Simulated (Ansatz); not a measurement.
Where the default PAW files enter, the runs use the earlier of Ansatz's two default sets.

Inside the gap of an insulator the Bloch states are evanescent, with a wavenumber k + iκ along the transport direction.

Consider the following.

```
CELL_PARAMETERS angstrom
      2.87651     0.00000     0.00000
      0.00000     4.41242     0.00000
      0.00000     0.00000     4.41242
ATOMIC_POSITIONS crystal
  Ge 0.50000 0.50000 0.50000
  Ge 0.00000 0.00000 0.00000
  O  0.00000 0.69423 0.69423
  O  0.00000 0.30577 0.30577
  O  0.50000 0.19423 0.80577
  O  0.50000 0.80577 0.19423
```

Space group of this cell: P4_2/mnm, rutile. The cell is taken as given; by r2SCAN its mean pressure is -0.7 GPa.

Transport runs along the normal of the first two printed cell vectors, the (100) plane of the conventional cell.

The gap is the functional's own, uncorrected, and κ follows it; spin-orbit coupling is left out. Mid-gap means the computed energy nearest the middle.

Task: State the band gap and the smallest decay constant κ at mid-gap according to r2SCAN (Ansatz, a quantum-chemistry and plane-wave program).

Result: Gap 2.44 eV on a 10×8×8 mesh; κ = 0.237 1/Å, at the zone centre.
